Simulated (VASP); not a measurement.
# Te2Mo in VASP: single point with LDA

Aim: the single point of Te2Mo with LDA.

All numbers are computed with VASP 6.6.1; they aren't measurements. Logs are shortened: lines on timing, memory, paths and dates and some standing lists are left out, and cuts for length are marked.

### Step 1. The structure

The cell holds a sheet with vacuum, 6 atoms: a = 3.520 Å, b = 3.520 Å, c = 28.605 Å, α = 90.00°, β = 90.00°, γ = 120.00°.

The cell was built by a generator and needn't be a form met in nature.

### Step 2. Single point, LDA, non-collinear spin, zero start, spin-orbit coupling

INCAR reads:

```
SYSTEM = Te2Mo
ALGO = Normal
EDIFF = 1E-7
ENCUT = 520
GGA = CA
GGA_COMPAT = .FALSE.
ISIF = 2
ISMEAR = -1
LASPH = .TRUE.
LCHARG = .FALSE.
LMAXMIX = 4
LORBIT = 11
LREAL = .FALSE.
LSORBIT = .TRUE.
LWAVE = .FALSE.
MAGMOM = 0 0 0 0 0 0 0 0 0 0 0 0 0 0 0 0 0 0
NBANDS = 68
NELM = 60
PREC = Accurate
SIGMA = 0.05
```

KPOINTS reads:

```
k-points
0
G
  6 6 1
  0 0 0
```

POSCAR reads:

```
Te2Mo
1.0
    3.5200000000      0.0000000000      0.0000000000
   -1.7600000000      3.0484090000      0.0000000000
    0.0000000000      0.0000000000     28.6050000000
Te Mo
4 2
Direct
    0.6666670000      0.3333330000      0.3172100000
    0.6666670000      0.3333330000      0.4438370000
    0.3333330000      0.6666670000      0.5561630000
    0.3333330000      0.6666670000      0.6827900000
    0.3333330000      0.6666670000      0.3804860000
    0.6666670000      0.3333330000      0.6195140000
```

Potentials or basis: VASP PAW LDA potentials, release 64 (Te, Mo_sv).

Run with:

```console
cat potpaw_LDA.64/Te/POTCAR potpaw_LDA.64/Mo_sv/POTCAR > POTCAR
mpirun -np 1 vasp_ncl > vasp.out
```

OUTCAR:

```text
SYSTEM = Te2Mo
   EDIFF = 1E-7
   ENCUT = 520
   GGA = CA
   ISIF = 2
   ISMEAR = -1
   LASPH = .TRUE.
   LORBIT = 11
   LREAL = .FALSE.
   LSORBIT = .TRUE.
   NELM = 60
   PREC = Accurate

 ion  position               nearest neighbor table
   1  0.667  0.333  0.317-   5 2.72   5 2.72   5 2.72   2 3.62
   2  0.667  0.333  0.444-   5 2.72   5 2.72   5 2.72   1 3.62
   3  0.333  0.667  0.556-   6 2.72   6 2.72   6 2.72   4 3.62
   4  0.333  0.667  0.683-   6 2.72   6 2.72   6 2.72   3 3.62
   5  0.333  0.667  0.380-   1 2.72   1 2.72   1 2.72   2 2.72   2 2.72   2 2.72
   6  0.667  0.333  0.620-   4 2.72   4 2.72   4 2.72   3 2.72   3 2.72   3 2.72

  LATTYP: Found a hexagonal cell.
 ALAT       =     3.5200000000
 C/A-ratio  =     8.1264204545

  Lattice vectors:

 A1 = (   3.5200000000,   0.0000000000,   0.0000000000)
 A2 = (  -1.7600000000,   3.0484090000,   0.0000000000)
 A3 = (   0.0000000000,   0.0000000000,  28.6050000000)

Analysis of symmetry for initial positions (statically):
=====================================================================
 Subroutine PRICEL returns:
 Original cell was already a primitive cell.

 Routine SETGRP: Setting up the symmetry group for a
 hexagonal supercell.

 Subroutine GETGRP returns: Found 12 space group operations
 (whereof 12 operations were pure point group operations)
 out of a pool of 24 trial point group operations.

The static configuration has the point symmetry D_3d.

Analysis of symmetry for dynamics (positions and initial velocities):
=====================================================================
 Subroutine PRICEL returns:
 Original cell was already a primitive cell.

 Routine SETGRP: Setting up the symmetry group for a
 hexagonal supercell.

 Subroutine GETGRP returns: Found 12 space group operations
 (whereof 12 operations were pure point group operations)
 out of a pool of 24 trial point group operations.

The dynamic configuration has the point symmetry D_3d.

Analysis of structural, dynamic, and magnetic symmetry:
=====================================================================
 Subroutine PRICEL returns:
 Original cell was already a primitive cell.

 Routine SETGRP: Setting up the symmetry group for a
 hexagonal supercell.

 Subroutine GETGRP returns: Found 12 space group operations
 (whereof 12 operations were pure point group operations)
 out of a pool of 24 trial point group operations.

The overall configuration has the point symmetry D_3d.

 Subroutine INISYM returns: Found 12 space group operations
 (whereof 12 operations are pure point group operations),
 and found     1 'primitive' translations

----------------------------------------------------------------------------------------

                                     Primitive cell

  volume of cell :     306.9431

  direct lattice vectors                    reciprocal lattice vectors
     3.520000000  0.000000000  0.000000000     0.284090909  0.164019986  0.000000000
    -1.760000000  3.048409000  0.000000000     0.000000000  0.328039971  0.000000000
     0.000000000  0.000000000 28.605000000     0.000000000  0.000000000  0.034958923

  length of vectors
     3.520000000  3.519999635 28.605000000     0.328039937  0.328039971  0.034958923

  position of ions in fractional coordinates (direct lattice)
     0.666667000  0.333333000  0.317210000
     0.666667000  0.333333000  0.443837000
     0.333333000  0.666667000  0.556163000
     0.333333000  0.666667000  0.682790000
     0.333333000  0.666667000  0.380486000
     0.666667000  0.333333000  0.619514000

  ion indices of the primitive-cell ions
   primitive index   ion index
                 1           1
                 2           2
                 3           3
                 4           4
                 5           5
                 6           6

----------------------------------------------------------------------------------------

 KPOINTS: k-points

Automatic generation of k-mesh.
 Grid dimensions read from file:
 generate k-points for:    6    6    1

 Generating k-lattice:

  Cartesian coordinates                     Fractional coordinates (reciprocal lattice)
     0.047348485  0.027336664  0.000000000     0.166666667  0.000000000  0.000000000
     0.000000000  0.054673329  0.000000000     0.000000000  0.166666667  0.000000000
     0.000000000  0.000000000  0.034958923     0.000000000  0.000000000  1.000000000

  Length of vectors
     0.054673323  0.054673329  0.034958923

  Shift w.r.t. Gamma in fractional coordinates (k-lattice)
     0.000000000  0.000000000  0.000000000
[... 35 lines left out ...]
   EDIFFG = 0.1E-05   stopping-criterion for IOM
   NSW    =      0    number of steps for IOM
   IBRION =     -1    ionic relax: 0-MD 1-quasi-New 2-CG
   NFREE  =      0    steps in history (QN), initial steepest desc. (CG)
   ISIF   =      2    stress and relaxation
   ISYM   =      2    0-nonsym 1-usesym 2-fastsym
   POTIM  = 0.5000    time-step for ionic-motion
   TEBEG  =    0.0;   TEEND  =   0.0 temperature during run
   PSTRESS=    0.0 pullay stress
   NELECT =      52.0000    total number of electrons
   NUPDOWN=      -1.0000    fix difference up-down
   EMIN   =  10.00;   EMAX   =-10.00  energy-range for DOS
   EFERMI =   0.00;   METHOD = LEGACY
   ISMEAR =    -1;   SIGMA  =   0.05  broadening in eV -4-tet -1-fermi 0-gaus
   EFERMI_NEDOS =   21; number of points for ismear=-14 and -15
   IALGO  =     38    algorithm
   IMIX   =      4    mixing-type and parameters
     AMIX     =   0.40;   BMIX     =  1.00
     AMIX_MAG =   1.60;   BMIX_MAG =  1.00
  volume/ion in A,a.u.               =      51.16       345.23
  Fermi-wavevector in a.u.,A,eV,Ry     =   0.905851  1.711810 11.164473  0.820566
  Thomas-Fermi vector in A             =   2.029468
   LORBIT       =     11    0 simple, 1 ext, 2 COOP (PROOUT), +10 PAW based schemes
   GGA     = CA    functional components
   LHFCALC =     F    Hartree Fock is set to
   AEXX    =    0.0000 exact exchange contribution
   IVDW    =     0    specifies the selected vdW correction
   LEPSILON=     F    determine dielectric tensor
   LRPA    =     F    only Hartree local field effects (RPA)
  energy-cutoff  :      520.00
  volume of cell :      306.94
 maximum number of plane-waves:     16798
 NGX is ok and might be reduce to    28
   NGX = 13   NGY = 13   NGZ =107

 number of electron      52.0000000 magnetization       0.0000000      0.0000000      0.0000000

 number of electron      51.9999999 magnetization       0.0000000     -0.0000000      0.0000000

 number of electron      51.9999999 magnetization      -0.0000000     -0.0000000      0.0000000

 number of electron      51.9999999 magnetization      -0.0000000     -0.0000000     -0.0000000

 Free energy of the ion-electron system (eV)
  ---------------------------------------------------
  ext. energy  EPLUGINS =         0.00000000
  ---------------------------------------------------
  free energy    TOTEN  =       -41.67859292 eV

  energy without entropy =      -41.67856028  energy(sigma->0) =      -41.67857660

 E-fermi :   1.8273     XC(G=0):  -5.5766

 val. band max:        1.4487035277   @ k =   0.0000   0.0000   0.0000
 cond. band min:       2.3027434816   @ k =   0.1667   0.1667   0.0000
 fundamental gap:      0.8540399539
 Fermi energy:         1.8273337860

 k-point     1 :       0.0000    0.0000    0.0000
  band No.  band energies     occupation
      1     -59.0896      1.00000
      2     -59.0896      1.00000
      3     -59.0896      1.00000
      4     -59.0896      1.00000
      5     -35.0057      1.00000
      6     -35.0057      1.00000
[... 458 lines left out ...]
     63       3.7982      0.00000
     64       3.7982      0.00000
 [bands above 64 left out]

------------------------ aborting loop because EDIFF is reached ----------------------------------------

  FORCE on cell =-STRESS in cart. coord.  units (eV):
  Direction    XX          YY          ZZ          XY          YZ          ZX
  --------------------------------------------------------------------------------------
  -------------------------------------------------------------------------------------
  Total       -3.0461294     -3.0461286     -2.9165020      0.0000000      0.0000000      0.0000000
  in kB      -15.9001451    -15.9001407    -15.2235172      0.0000000      0.0000000      0.0000000
  external PRESSURE =     -15.6746010 kB  Pullay stress =       0.0000000 kB

 VOLUME and BASIS-vectors are now :
 -----------------------------------------------------------------------------
  energy-cutoff  :      520.00
  volume of cell :      306.94
      direct lattice vectors                 reciprocal lattice vectors
     3.520000000  0.000000000  0.000000000     0.284090909  0.164019986  0.000000000
    -1.760000000  3.048409000  0.000000000     0.000000000  0.328039971  0.000000000
     0.000000000  0.000000000 28.605000000     0.000000000  0.000000000  0.034958923

 POSITION                                       TOTAL-FORCE (eV/Angst)
 -----------------------------------------------------------------------------------
      1.76000      1.01614      9.07379        -0.000000     -0.000000      0.431626
      1.76000      1.01614     12.69596        -0.000000      0.000000     -0.388549
     -0.00000      2.03227     15.90904        -0.000000     -0.000000      0.388549
     -0.00000      2.03227     19.53121         0.000000      0.000000     -0.431626
     -0.00000      2.03227     10.88380        -0.000000     -0.000000     -0.055158
      1.76000      1.01614     17.72120         0.000000      0.000000      0.055158
 -----------------------------------------------------------------------------------
    total drift:                                0.000000      0.000000      0.000000

  FREE ENERGIE OF THE ION-ELECTRON SYSTEM (eV)
  ---------------------------------------------------
  free  energy   TOTEN  =       -41.6785929231 eV

  energy  without entropy=      -41.6785602783  energy(sigma->0) =      -41.67857660

 Spin-Orbit-Coupling matrix elements

 Ion:    1  E_soc:     -0.2090313
 l=   1
     0.0000000    -0.0346918    -0.0346675
    -0.0346918     0.0000000    -0.0346918
    -0.0346675    -0.0346918     0.0000000
 l=   2
     0.0000000    -0.0000306     0.0000000    -0.0000306    -0.0001777
    -0.0000306     0.0000000    -0.0000996     0.0000346    -0.0000306
     0.0000000    -0.0000996     0.0000000    -0.0000996     0.0000000
    -0.0000306     0.0000346    -0.0000996     0.0000000    -0.0000306
    -0.0001777    -0.0000306     0.0000000    -0.0000306     0.0000000
 l=   3
     0.0000000     0.0000000     0.0000000     0.0000000     0.0000000     0.0000000     0.0000000
     0.0000000     0.0000000     0.0000000     0.0000000     0.0000000     0.0000000     0.0000000
     0.0000000     0.0000000     0.0000000     0.0000000     0.0000000     0.0000000     0.0000000
     0.0000000     0.0000000     0.0000000     0.0000000     0.0000000     0.0000000     0.0000000
[... 89 lines left out ...]
 l=   2
     0.0000000    -0.0005935     0.0000000    -0.0005935    -0.0042437
    -0.0005935     0.0000000    -0.0022828    -0.0006065    -0.0005935
     0.0000000    -0.0022828     0.0000000    -0.0022828     0.0000000
    -0.0005935    -0.0006065    -0.0022828     0.0000000    -0.0005935
    -0.0042437    -0.0005935     0.0000000    -0.0005935     0.0000000
 l=   3
     0.0000000     0.0000000     0.0000000     0.0000000     0.0000000     0.0000000     0.0000000
     0.0000000     0.0000000     0.0000000     0.0000000     0.0000000     0.0000000     0.0000000
     0.0000000     0.0000000     0.0000000     0.0000000     0.0000000     0.0000000     0.0000000
     0.0000000     0.0000000     0.0000000     0.0000000     0.0000000     0.0000000     0.0000000
     0.0000000     0.0000000     0.0000000     0.0000000     0.0000000     0.0000000     0.0000000
     0.0000000     0.0000000     0.0000000     0.0000000     0.0000000     0.0000000     0.0000000
     0.0000000     0.0000000     0.0000000     0.0000000     0.0000000     0.0000000     0.0000000

 total charge

# of ion       s       p       d       tot
------------------------------------------
    1        1.389   1.987   0.064   3.440
    2        1.391   1.980   0.068   3.439
    3        1.391   1.980   0.068   3.439
    4        1.389   1.987   0.064   3.440
    5        2.256   6.146   3.996  12.398
    6        2.256   6.146   3.996  12.398
--------------------------------------------------
tot         10.073  20.226   8.255  38.554

 magnetization (x)

# of ion       s       p       d       tot
------------------------------------------
    1        0.000   0.000   0.000   0.000
    2        0.000   0.000  -0.000  -0.000
    3        0.000   0.000  -0.000  -0.000
    4        0.000   0.000   0.000   0.000
    5       -0.000   0.000   0.000   0.000
    6       -0.000   0.000   0.000   0.000
--------------------------------------------------
tot          0.000   0.000   0.000   0.000

 magnetization (y)

# of ion       s       p       d       tot
------------------------------------------
    1        0.000   0.000   0.000   0.000
    2        0.000   0.000  -0.000  -0.000
    3        0.000   0.000  -0.000  -0.000
    4        0.000   0.000  -0.000   0.000
    5        0.000   0.000  -0.000  -0.000
    6        0.000   0.000  -0.000  -0.000
--------------------------------------------------
tot          0.000   0.000  -0.000   0.000

 magnetization (z)

# of ion       s       p       d       tot
------------------------------------------
    1        0.000   0.000   0.000   0.000
    2        0.000   0.000   0.000   0.000
    3        0.000   0.000   0.000   0.000
    4        0.000   0.000   0.000   0.000
    5        0.000   0.000   0.000   0.000
    6        0.000   0.000   0.000   0.000
--------------------------------------------------
tot          0.000   0.000   0.000   0.000
```

Run time: 7.7 min. Hardware: 1 thread of Intel Xeon 6975P-C (Granite Rapids), shared host; peak memory 0.87 GiB.

Results:

| Item | Value |
| --- | --- |
| Free energy | -41.6786 eV |
| Largest force | 0.432 eV/Å |
| Net moment | 0.00 μB per cell |
| Valence electrons inside the program's atomic spheres | Te 3.44; Mo 12.40 |

Forces in eV/Å, atoms in the order of the input:
```
Te   0.000  0.000  0.432
Te   0.000  0.000 -0.389
Te   0.000  0.000  0.389
Te   0.000  0.000 -0.432
Mo   0.000  0.000 -0.055
Mo   0.000  0.000  0.055
```

Moments on the atoms (μB; x, y, z):
```
Te  0.00 0.00 0.00
Te  0.00 0.00 0.00
Te  0.00 0.00 0.00
Te  0.00 0.00 0.00
Mo  0.00 0.00 0.00
Mo  0.00 0.00 0.00
```
